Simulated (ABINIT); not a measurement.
## HfN in ABINIT: convergence with pawecutdg

The system is HfN.

```xyz
2
Lattice="0.0000 2.4548 2.4548 2.4548 0.0000 2.4548 2.4548 2.4548 0.0000" Properties=species:S:1:pos:R:3 pbc="T T T"
Hf    0.0000    0.0000    0.0000
N     1.2274    1.2274    1.2274
```

The cell comes from a database or a generator and needn't be the stable form of this composition.

* Program: ABINIT 10.8.3 (patched build)
* Task: single point
* Functional: LDA
* Potentials or basis: JTH PAW LDA v2.0
* Cutoff: 707 eV
* k mesh: 9 × 9 × 9
* Occupations: cold (ABINIT), width 0.05 eV
* Spin: no spin polarisation

These are the settings of the first run; the series varies pawecutdg, with any setting tied to it.

Hardware: 1 thread of Intel(R) Xeon(R) Platinum 8375C CPU @ 2.90GHz (Ice Lake), with other jobs on the host.

| pawecutdg | energy less the tightest run (meV/atom) | pressure (GPa) | SCF cycles | CPU time (s) | peak memory (GiB) |
| --- | --- | --- | --- | --- | --- |
| 26.8 | -0.28 | -10.59 | 13 | 24 | 0.09 |
| 31.2 | 0.22 | -10.61 | 13 | 21 | 0.1 |
| 39 | 0.18 | -10.53 | 13 | 23 | 0.11 |
| 46.8 | -0.01 | -10.54 | 13 | 28 | 0.12 |
| 57.2 | -0.01 | -10.55 | 14 | 36 | 0.13 |
| 70.2 | 0.01 | -10.56 | 14 | 30 | 0.13 |
| 85.8 | 0.00 | -10.54 | 14 | 24 | 0.18 |

Against the tightest run, the energy stays within 1 meV/atom from 26.8 on; the pressure stays within 0.1 GPa from 26.8 on. The tightest run that finished is the yardstick and may itself not be fully converged.

Spin-orbit coupling is left out, which matters for the levels of Hf.
